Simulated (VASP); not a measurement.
# Ba (Im-3m) in VASP: settings compared, part 2 of 2

VASP 6.6.1.

## 4. Single point, RPBE+D3(BJ) (cell strained at random at fixed volume)

File INCAR:

```
SYSTEM = Ba
PREC = Accurate ; ENCUT = 500
EDIFF = 1E-6 ; ISMEAR = 1
SIGMA = 0.1 ; LREAL = .False.
LASPH = .True. ; NELM = 100
ALGO = Normal ; ISIF = 2
LWAVE = .False. ; LCHARG = .False.
GGA = RP ; IVDW = 12
NBANDS = 11
```

File KPOINTS:

```
regular mesh
0
Gamma
  8 8 8
  0 0 0
```

File POSCAR:

```
Ba
1.0
   -2.5502240000      2.4939840000      2.5200580000
    2.4848970000     -2.5268710000      2.4876180000
    2.5384530000      2.5151000000     -2.5529450000
Ba
1
Direct
    0.0019970000     -0.0034850000     -0.0018450000
```

Potentials or basis: VASP PAW PBE potentials, release 64 (Ba_sv).

On the command line:

```sh
$ cat potpaw_PBE.64/Ba_sv/POTCAR > POTCAR
$ mpirun -np 1 vasp_std > vasp.out
```

OUTCAR:

```text
SYSTEM = Ba
   PREC = Accurate
   ENCUT = 500
   EDIFF = 1E-6
   ISMEAR = 1
   LREAL = .False.
   LASPH = .True.
   NELM = 100
   ISIF = 2
   GGA = RP
   IVDW = 12
 IVDW          = 12

 ion  position               nearest neighbor table
   1  0.002  0.997  0.998-

  LATTYP: Found a triclinic cell.
 ALAT       =     4.3298999371
 B/A-ratio  =     1.6168436894
 C/A-ratio  =     1.0142720972
 COS(alpha) =     0.0046887268
 COS(beta)  =     0.3364757627
 COS(gamma) =     0.8157553465

  Lattice vectors:

 A1 = (   2.4848970000,  -2.5268710000,   2.4876180000)
 A2 = (   4.9580230000,  -0.0446580000,   4.9423490000)
 A3 = (  -2.5384530000,  -2.5151000000,   2.5529450000)

Analysis of symmetry for initial positions (statically):
=====================================================================
 Subroutine PRICEL returns:
 Original cell was already a primitive cell.

 Routine SETGRP: Setting up the symmetry group for a
 triclinic supercell.

 Subroutine GETGRP returns: Found  2 space group operations
 (whereof  1 operations were pure point group operations)
 out of a pool of  2 trial point group operations.

The static configuration has the point symmetry C_1 .
 The point group associated with its full space group is S_2 .

Analysis of symmetry for dynamics (positions and initial velocities):
=====================================================================
 Subroutine PRICEL returns:
 Original cell was already a primitive cell.

 Routine SETGRP: Setting up the symmetry group for a
 triclinic supercell.

 Subroutine GETGRP returns: Found  2 space group operations
 (whereof  1 operations were pure point group operations)
 out of a pool of  2 trial point group operations.

The dynamic configuration has the point symmetry C_1 .
 The point group associated with its full space group is S_2 .

 Subroutine INISYM returns: Found  2 space group operations
 (whereof  1 operations are pure point group operations),
 and found     1 'primitive' translations

----------------------------------------------------------------------------------------

                                     Primitive cell

  volume of cell :      62.9888

  direct lattice vectors                    reciprocal lattice vectors
    -2.550224000  2.493984000  2.520058000     0.003085545  0.200964561  0.201053481
     2.484897000 -2.526871000  2.487618000     0.201705885  0.001802430  0.202336596
     2.538453000  2.515100000 -2.552945000     0.199590255  0.200132046  0.003918060

  length of vectors
     4.367412388  4.329899937  4.391696690     0.284286436  0.285707212  0.282673764

  position of ions in fractional coordinates (direct lattice)
     0.001997000  0.996515000  0.998155000

  ion indices of the primitive-cell ions
   primitive index   ion index
                 1           1

----------------------------------------------------------------------------------------

 KPOINTS: regular mesh

Automatic generation of k-mesh.
 Grid dimensions read from file:
 generate k-points for:    8    8    8

 Generating k-lattice:

  Cartesian coordinates                     Fractional coordinates (reciprocal lattice)
     0.000385693  0.025120570  0.025131685     0.125000000  0.000000000  0.000000000
[... 21 lines left out ...]
  0.000000  0.125000  0.000000      2.000000
[... 16 lines left out ...]
  0.125000  0.375000  0.000000      2.000000
  0.250000  0.375000  0.000000      2.000000
 [... further k-points ...]
   k-points           NKPTS =    260   k-points in BZ     NKDIM =    260   number of bands    NBANDS=     11
   number of dos      NEDOS =    301   number of ions     NIONS =      1
   total plane-waves  NPLWV =  32768
   dimension x,y,z NGX =    32 NGY =   32 NGZ =   32
   dimension x,y,z NGXF=    64 NGYF=   64 NGZF=   64
   ions per type =               1
   NGX,Y,Z   is equivalent  to a cutoff of  12.18, 12.29, 12.11 a.u.
   NGXF,Y,Z  is equivalent  to a cutoff of  24.36, 24.57, 24.23 a.u.
 SYSTEM =  Ba
   PREC   = accura    normal or accurate (medium, high low for compatibility)
   ISTART =      0    job   : 0-new  1-cont  2-samecut
   ICHARG =      2    charge: 1-file 2-atom 10-const
   ISPIN  =      1    spin polarized calculation?
   LNONCOLLINEAR =      F non collinear calculations
   LSORBIT =      F    spin-orbit coupling
   LASPH  =      T    aspherical Exc in radial PAW
   ENCUT  =  500.0 eV  36.75 Ry    6.06 a.u.   7.96  7.89  8.01*2*pi/ulx,y,z
   NELM   =    100;   NELMIN=  2; NELMDL= -5     # of ELM steps
   EDIFF  = 0.1E-05   stopping-criterion for ELM
   LREAL  =      F    real-space projection
   EDIFFG = 0.1E-04   stopping-criterion for IOM
   NSW    =      0    number of steps for IOM
   IBRION =     -1    ionic relax: 0-MD 1-quasi-New 2-CG
   NFREE  =      0    steps in history (QN), initial steepest desc. (CG)
   ISIF   =      2    stress and relaxation
   ISYM   =      2    0-nonsym 1-usesym 2-fastsym
   POTIM  = 0.5000    time-step for ionic-motion
   TEBEG  =    0.0;   TEEND  =   0.0 temperature during run
   PSTRESS=    0.0 pullay stress
   NELECT =      10.0000    total number of electrons
   NUPDOWN=      -1.0000    fix difference up-down
   EMIN   =  10.00;   EMAX   =-10.00  energy-range for DOS
   EFERMI =   0.00;   METHOD = LEGACY
   ISMEAR =     1;   SIGMA  =   0.10  broadening in eV -4-tet -1-fermi 0-gaus
   EFERMI_NEDOS =   21; number of points for ismear=-14 and -15
   IALGO  =     38    algorithm
   IMIX   =      4    mixing-type and parameters
     AMIX     =   0.40;   BMIX     =  1.00
     AMIX_MAG =   1.60;   BMIX_MAG =  1.00
  volume/ion in A,a.u.               =      62.99       425.07
  Fermi-wavevector in a.u.,A,eV,Ry     =   0.886449  1.675146 10.691351  0.785792
  Thomas-Fermi vector in A             =   2.007617
   LORBIT       =      0    0 simple, 1 ext, 2 COOP (PROOUT), +10 PAW based schemes
   GGA     = RP    functional components
   LHFCALC =     F    Hartree Fock is set to
   AEXX    =    0.0000 exact exchange contribution
   IVDW    =    12    specifies the selected vdW correction
   LEPSILON=     F    determine dielectric tensor
   LRPA    =     F    only Hartree local field effects (RPA)
 non-spin polarized calculation
 Methfessel and Paxton  Order N= 1 SIGMA  =   0.10
  energy-cutoff  :      500.00
  volume of cell :       62.99
 maximum number of plane-waves:      1624
   NGX = 15   NGY = 15   NGZ = 15

 number of electron      10.0000000 magnetization

 Free energy of the ion-electron system (eV)
  ---------------------------------------------------
  ext. energy  EPLUGINS =         0.00000000
  ---------------------------------------------------
  free energy    TOTEN  =        -1.67666706 eV

  energy without entropy =       -1.67633913  energy(sigma->0) =       -1.67655775

 E-fermi :   1.7010     XC(G=0):  -7.2976

 val. band max:        1.6892435843   @ k =  -0.3750   0.2500   0.5000
 cond. band min:       1.8577386561   @ k =   0.1250   0.2500   0.3750
 fundamental gap:      0.1684950718
 Fermi energy:         1.7009578488

 k-point     1 :       0.0000    0.0000    0.0000
  band No.  band energies     occupation
      1     -27.1649      2.00000
      2     -12.1366      2.00000
      3     -12.1293      2.00000
      4     -12.1175      2.00000
      5      -0.9782      2.00000
      6       3.5120     -0.00000
      7       3.6259     -0.00000
      8       3.7261      0.00000
      9       4.9876      0.00000
     10       5.0136      0.00000
     11       8.5547      0.00000
[... 309 lines left out ...]
 k-point    24 :       0.2500    0.3750    0.0000
  band No.  band energies     occupation
      1     -27.1145      2.00000
      2     -12.5114      2.00000
      3     -12.3777      2.00000
      4     -12.1899      2.00000
      5       1.6477      1.77453
      6       2.3210     -0.00000
      7       2.5113     -0.00000
      8       4.9430      0.00000
      9       5.4141      0.00000
     10       6.8843      0.00000
     11       7.8274      0.00000

 [... further k-points ...]

------------------------ aborting loop because EDIFF is reached ----------------------------------------

 Edisp (eV)   -1.28317

 E8    (eV) :    -0.9860

  FORCE on cell =-STRESS in cart. coord.  units (eV):
  Direction    XX          YY          ZZ          XY          YZ          ZX
  --------------------------------------------------------------------------------------
  -------------------------------------------------------------------------------------
  Total      -2.23996    -2.23381    -2.23684     0.01955     0.04415     0.08605
  in kB     -56.97554   -56.81904   -56.89614     0.49725     1.12292     2.18885
  external pressure =      -56.90 kB  Pullay stress =        0.00 kB

 VOLUME and BASIS-vectors are now :
 -----------------------------------------------------------------------------
  energy-cutoff  :      500.00
  volume of cell :       62.99
      direct lattice vectors                 reciprocal lattice vectors
    -2.550224000  2.493984000  2.520058000     0.003085545  0.200964561  0.201053481
     2.484897000 -2.526871000  2.487618000     0.201705885  0.001802430  0.202336596
     2.538453000  2.515100000 -2.552945000     0.199590255  0.200132046  0.003918060

 POSITION                                       TOTAL-FORCE (eV/Angst)
 -----------------------------------------------------------------------------------
      5.00491     -0.00262     -0.06425        -0.000000     -0.000000     -0.000000
 -----------------------------------------------------------------------------------
    total drift:                                0.000001     -0.000001      0.000000

  FREE ENERGIE OF THE ION-ELECTRON SYSTEM (eV)
  ---------------------------------------------------
  free  energy   TOTEN  =        -2.9598376029 eV

  energy  without entropy=       -2.9595096714  energy(sigma->0) =       -2.95972829
```

OSZICAR:

```text
N       E                     dE             d eps       ncg     rms          rms(c)
DAV:   1     0.548058908556E+02    0.54806E+02   -0.41532E+03  5720   0.725E+02
DAV:   2     0.106680441122E+01   -0.53739E+02   -0.52251E+02  6854   0.137E+02
DAV:   3    -0.159077770748E+01   -0.26576E+01   -0.26401E+01  7425   0.312E+01
DAV:   4    -0.166941373680E+01   -0.78636E-01   -0.78544E-01  7474   0.504E+00
DAV:   5    -0.167145056426E+01   -0.20368E-02   -0.20366E-02  7783   0.649E-01    0.165E+00
DAV:   6    -0.167356449405E+01   -0.21139E-02   -0.41374E-03  6877   0.595E-01    0.984E-01
DAV:   7    -0.167631978892E+01   -0.27553E-02   -0.97664E-03  6580   0.103E+00    0.513E-02
DAV:   8    -0.167664730129E+01   -0.32751E-03   -0.49550E-04  7737   0.158E-01    0.343E-02
DAV:   9    -0.167666379591E+01   -0.16495E-04   -0.16563E-05  7566   0.316E-02    0.750E-03
DAV:  10    -0.167666709339E+01   -0.32975E-05   -0.93307E-06  7113   0.207E-02    0.137E-03
DAV:  11    -0.167666705672E+01    0.36667E-07   -0.66867E-07  4319   0.644E-03
   1 F= -.29598376E+01 E0= -.29597283E+01  d E =-.327932E-03
```

Wall time 34 s (1 thread of Intel Xeon 6975P-C (Granite Rapids), shared host); peak memory 0.3 GiB.

Results:

```
Free energy                : -2.9598 eV
Pressure                   : -5.7 GPa
Band gap on the k mesh     : none (metal or under the smearing width)
Dispersion energy per atom : -1.283 eV
```

Caveat: the PAW data sets were made with another functional, which shifts forces and pressure a little; pairwise dispersion overbinds metals, which lowers pressure and volume. The run has no spin-orbit coupling, so splittings on Ba are missing.

## 5. The runs side by side

| task | level | potentials or basis | cell | k mesh | cutoff (eV) | smearing | grid for exact exchange (PRECFOCK) | exchange at q = 0 | mesh quality | gap on the mesh (eV) | pressure (GPa) |
| --- | --- | --- | --- | --- | --- | --- | --- | --- | --- | --- | --- |
| single point | PBEsol | VASP PAW PBE potentials, release 54 (Ba_sv) | as given | 8 × 8 × 8 | 520 | gaussian 0.05 eV | - | - | not flagged | none | -0.7 |
| relaxation of cell and atoms | PBE0+TS | VASP PAW PBE potentials, release 64 (Ba_sv) | relaxed | 4 × 4 × 4 | 600 | gaussian 0.1 eV | Fast | truncated | coarse | none | 0.0 |
| single point | RPBE+D3(BJ) | VASP PAW PBE potentials, release 64 (Ba_sv) | cell strained at random at fixed volume | 8 × 8 × 8 | 500 | methfessel-paxton 0.1 eV | - | - | not flagged | none | -5.7 |

Alike in all rows: no spin polarisation.

Caveats: some runs use coarse meshes; the PAW data sets were made with another functional, which shifts forces and pressure a little; pairwise dispersion overbinds metals, which lowers pressure and volume (some runs); atom-pairwise D2, TS and ULG terms overbind metals (some runs).

Absolute energies hang on the potentials; compare differences alone.
